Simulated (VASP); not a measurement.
# RbCl: single point with PBE

Crystal: RbCl.

```xyz
2
Lattice="0.0000 3.2740 3.2740 3.2740 0.0000 3.2740 3.2740 3.2740 0.0000" Properties=species:S:1:pos:R:3 pbc="T T T"
Rb    0.0000    0.0000    0.0000
Cl    3.2740    3.2740    3.2740
```

| Item | Value |
| --- | --- |
| Program | VASP 6.6.1 |
| Task | single point |
| Functional | PBE |
| Potentials or basis | VASP PAW PBE potentials, release 64 (Rb_sv, Cl) |
| Cutoff | 520 eV |
| k mesh | 7 × 7 × 7 |
| Occupations | gaussian, width 0.1 eV |
| Spin | no spin polarisation |

The pressure is 1.2 GPa and the band gap on the k mesh is 5.05 eV, direct.

Levels at points of the mesh, in eV from the valence-band top:
```
           k point  band 6  band 7  band 8  band 9  band 10  band 11
(0.00, 0.00, 0.00)    0.00    0.00    0.00    5.05     8.00     8.00
```

It took 13 s on 1 thread of AMD EPYC 9R45 (Zen 5), on a shared host, peak memory 0.17 GiB.

Caveat: an odd mesh through Γ misses points on the zone boundary, where band edges often lie. PBE gaps usually lie below the measured ones, often by a third to a half.
